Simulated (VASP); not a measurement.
Crystal: Mg2Ge.

```
Mg Ge
1.0
     0.00000    3.27799    3.27799
     3.27799    0.00000    3.27799
     3.27799    3.27799    0.00000
Mg Ge
2 1
Direct
  0.25000 0.25000 0.25000
  0.75000 0.75000 0.75000
  0.00000 0.00000 0.00000
```

The cell was built by a generator and needn't be a form met in nature.

```yaml
Program: VASP 6.6.1
Task: relaxation of cell and atoms
Functional: PBE
Potentials_or_basis: VASP PAW PBE potentials, release 64 (Mg, Ge_d)
Cutoff: 600 eV
k_mesh: 5 × 5 × 5
Occupations: methfessel-paxton, width 0.0105 eV
Spin: no spin polarisation
```

At the start: pressure -3.0 GPa; volume 23.48 Å³/atom.

Question: How do energy, volume and symmetry change on relaxing?

Answer: Over 3 steps the energy falls by 15.1 meV/atom and the volume is 21.95 Å³/atom (-6.5 %); space group Fm-3m (No. 225, to 0.05 Å).

Step by step:
```tsv
step	energy change (eV)	largest force (eV/Å)	pressure (GPa)	volume (Å³)
1	0.0000	0.0000	-2.99	70.45
2	-0.0451	0.0000	-0.17	66.07
3	-0.0452	0.0000	0.02	65.85
```

Final structure:
```xyz
3
Lattice="0.0000 3.2051 3.2051 3.2051 0.0000 3.2051 3.2051 3.2051 0.0000" Properties=species:S:1:pos:R:3 pbc="T T T"
Mg    1.6026    1.6026    1.6026
Mg    4.8077    4.8077    4.8077
Ge    3.2051    6.4102    3.2051
```
